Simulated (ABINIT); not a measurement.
AlN:

```xyz
2
Lattice="0.0000 2.1840 2.1840 2.1840 0.0000 2.1840 2.1840 2.1840 0.0000" Properties=species:S:1:pos:R:3 pbc="T T T"
Al    0.0000    0.0000    0.0000
N     1.0920    1.0920    1.0920
```

Measurements of this composition are mostly on another form, of space group No. 186.

Base run:

```yaml
Program: ABINIT 10.8.3 (patched build)
Functional: PBEsol
Potentials_or_basis: JTH PAW PBE v2.0
Cutoff: 680 eV
k_mesh: 8 × 8 × 8
Occupations: fermi-dirac, width 0.05 eV
Spin: no spin polarisation
```

Its results: band gap on the k mesh 3.16 eV, indirect (least direct gap 4.10 eV).

Problem. The run is repeated on the same cell with these changes: functional from PBEsol to PBE. What comes out?

Solution. Band gap on the k mesh 3.30 eV, indirect (least direct gap 4.18 eV).

A k mesh can miss the band edges.

Not every run made on this cell is shown here.
